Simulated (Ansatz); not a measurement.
Runs of Ansatz 0.2.0 on GaN. It takes space group F-43m (No. 216, cubic). The conventional cell has a = 4.507 Å, b = 4.507 Å, c = 4.507 Å, α = 90.00°, β = 90.00°, γ = 90.00°. Ga (site symmetry -43m) has 4 N at 1.95 Å as nearest neighbours. Around N (site symmetry -43m) lie 4 Ga at 1.95 Å. The cell is a database's computed one.

```csv
screening (1/Å),gap on the mesh (eV),pressure (GPa)
0.2,2.99,-1.3
0.1,3.29,-1.5
0.3,(b),-0.8
0.6,2.28,0.9
0.15,(a),-1.4
```

Alike in all rows: task single point; level HSE06 form with a typed share of exact exchange; potentials or basis Ansatz PAW; no spin polarisation; cell as given; k mesh 5 × 5 × 5; cutoff (eV) 420; smearing fermi-dirac 0.05 eV; the mesh is coarse, so values aren't converged.

Problem. Estimate the missing entries.

Solution. (a) 3.13; (b) 2.76.

Caveats: all runs use coarse meshes; odd divisions of the mesh miss points on the zone boundary, where band edges often lie, so the gap on the mesh can be too wide; the PAW data sets come from PBE, with cores solved anew for the run's functional, which leaves a small shift of forces and pressure; the thresholds are loose for stress.

A k mesh can miss the band edges, and the runs leave out spin-orbit coupling on Ga.
